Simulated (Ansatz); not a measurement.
# Re (beta tin type): how the settings move a single-point run

Aim: see which settings change the result for Re (beta tin type), by how much, and at what cost.

Program: Ansatz 0.2.0. Level of theory: reference: DFT, PBE, PAW with Ansatz's default frozen-core files, scalar-relativistic. These are calculated values, not measurements.

7 further runs of the same task are left out: 7 that didn't finish.

## Step 1: The starting structure

Symmetry: I4_1/amd, No. 141, tetragonal system. Conventional cell: a = 4.761 Å, b = 4.761 Å, c = 2.477 Å, α = 90.00°, β = 90.00°, γ = 90.00°. Re (site symmetry -4m2) has 6 Re at 2.46 to 2.48 Å as nearest neighbours.

As a file:

```
CELL_PARAMETERS angstrom
-2.38054 2.38054 1.23870
2.38054 -2.38054 1.23870
2.38054 2.38054 -1.23870
ATOMIC_POSITIONS crystal
Re 0.62500 0.87500 0.75000
Re 0.37500 0.12500 0.25000
```

## Step 2: Reference

input.yaml

```yaml
crystal:
  lattice:
    - [-2.3805387341, 2.3805387341, 1.2387016684]
    - [2.3805387341, -2.3805387341, 1.2387016684]
    - [2.3805387341, 2.3805387341, -1.2387016684]
  atoms:
    - { symbol: Re, position: [-0.375, -0.125, -0.25] }
    - { symbol: Re, position: [0.375, 0.125, 0.25] }
kpoints:
  mp_grid: { grid: [18, 18, 18] }
  band_path:
    path:
      - [0.0, 0.0, 0.0]
      - [0.0, 0.0, 0.5]
      - [-0.5, 0.5, 0.5]
      - [0.0, 0.0, 0.0]
      - [0.3176897561, 0.3176897561, -0.3176897561]
      - [-0.3176897561, 0.6823102439, 0.3176897561]
      - [-0.5, 0.5, 0.5]
      - [0.0, 0.0, 0.5]
      - [0.25, 0.25, 0.25]
    npoints: 8
scf:
  occupations: { method: fermi_dirac, width: 0.1 }
hamiltonian:
  xc: pbe
  pseudopotentials: { kind: paw }
output:
  forces: true
  stress: true
  eigenvalues: true
  populations: true
  dos: { projected: true, de: 0.2, e_range: [-14, 8] }
  write_density: true
  write_potential: true
  elf: true
  volumetric_format: npy
```

On the command line:

```sh
$ ansatz run input.yaml --threads 1 --pin off --max-ram 2048MiB --backend cpu --events-out ev --progress --plain --runs-dir out
```

## Step 3: Changed: hubbard.sites [{species: Re, l: d, u_eff: 2.0}], hubbard.double_counting fll

input.yaml: that of step 2 with these lines changed.

```diff
@@ -27,2 +27,3 @@
   pseudopotentials: { kind: paw }
+  hubbard: { sites: [{ species: Re, l: d, u_eff: 2.0 }], double_counting: fll }
 output:
@@ -32,6 +33 @@
   populations: true
-  dos: { projected: true, de: 0.2, e_range: [-14, 8] }
-  write_density: true
-  write_potential: true
-  elf: true
-  volumetric_format: npy
```

Q: Predict the outcome of this session. Wanted: for each run, ending; energy change; pressure; gap; force.

As calculated:

| run | ending | energy change | pressure (GPa) | gap (eV) | force (eV/Å) | cycles | time |
| --- | --- | --- | --- | --- | --- | --- | --- |
| reference | converged | 0 | 66.1 | 0.00 | 0.00 | 6 | 18 s |
| 1: hubbard.sites [{species: Re, l: d, u_eff: 2.0}], hubbard.double_counting fll | converged | +2.36 eV/atom (U changed: no physical gain or loss) | 65.1 | 0.00 | 0.00 | 6 | 28 s |

Times don't compare one to one where runs were asked for different outputs or read a saved state (see the inputs); cycles may leave out searches for a lower state.

Residual by cycle in the longest SCF loop of each run; runs are numbered as in the table. The quantity is the density residual dr2, in eV.

| cycle | reference | run 1 |
| --- | --- | --- |
| 1 | 0.00954 | 0.459 |
| 2 | 0.00326 | 0.144 |
| 3 | 3.7e-6 | 7.3e-4 |
| 4 | 5.0e-8 | 6.3e-5 |
| 5 | 4.5e-9 | 2.1e-7 |
| 6 | 9.4e-11 | 3.5e-9 |

**Reading.** Changing the Hubbard U moves the energy by +2.36 eV/atom, and the pressure goes from 66.1 to 65.1 GPa. The U term adds an energy of its own, so the shift says nothing about which run is better. A changed U is a change of model: its shifts are not errors of convergence. The structure is not at rest: the sound run finds 66 GPa, so these are no properties of the relaxed crystal. 
